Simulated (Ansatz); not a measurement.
Relaxed-ion elastic tensor of MgF2 (rutile, space group No. 136) in GPa (Voigt order), plane-wave PAW r²SCAN (Ansatz code); density 3.17 g/cm³, 10.88 Å³ per atom.

```
 143  95.7  65.2   0.0   0.0   0.0
95.7   143  65.2   0.0   0.0   0.0
65.2  65.2   208   0.0   0.0   0.0
 0.0   0.0   0.0  56.5   0.0   0.0
 0.0   0.0   0.0   0.0  56.5   0.0
 0.0   0.0   0.0   0.0   0.0   101
```

**Question.** Is the crystal mechanically stable?

**Answer.** Yes: the smallest eigenvalue of C is 47.1 GPa.

**Question.** Work out the Voigt, Reuss and Hill averages.

**Answer.** K_V = 105, K_R = 104, K_H = 105; G_V = 60.7, G_R = 48.5, G_H = 54.6 GPa.

**Question.** Give Young's modulus, Poisson's ratio, Pugh's ratio and the universal anisotropy index.

**Answer.** E = 9KG/(3K + G) = 140 GPa; ν = 0.28; K/G = 1.92 (ductile by the Pugh limit of 1.75); A_U = 5G_V/G_R + K_V/K_R − 6 = 1.26.

**Question.** Estimate the sound speeds and the Debye temperature.

**Answer.** v_l = √((K + 4G/3)/ρ) = 7480 m/s, v_t = √(G/ρ) = 4150 m/s, mean 4620 m/s; Θ = (h/k)(3n/4πV)^(1/3) v_m = 621 K.

**Question.** How much does each axis shrink under pressure?

**Answer.** Linear compressibilities β_i = Σ_j S_ij (j = 1 to 3): x 3.5, y 3.5, z 2.6 per TPa.

Space group P4_2/mnm (rutile). The r²SCAN relaxation kept the symmetry of its start.

Potentials: the earlier of the program's two PAW sets. The files were generated under PBE; for other functionals the program regenerates the frozen cores, and for LDA and PBEsol the local potential too.
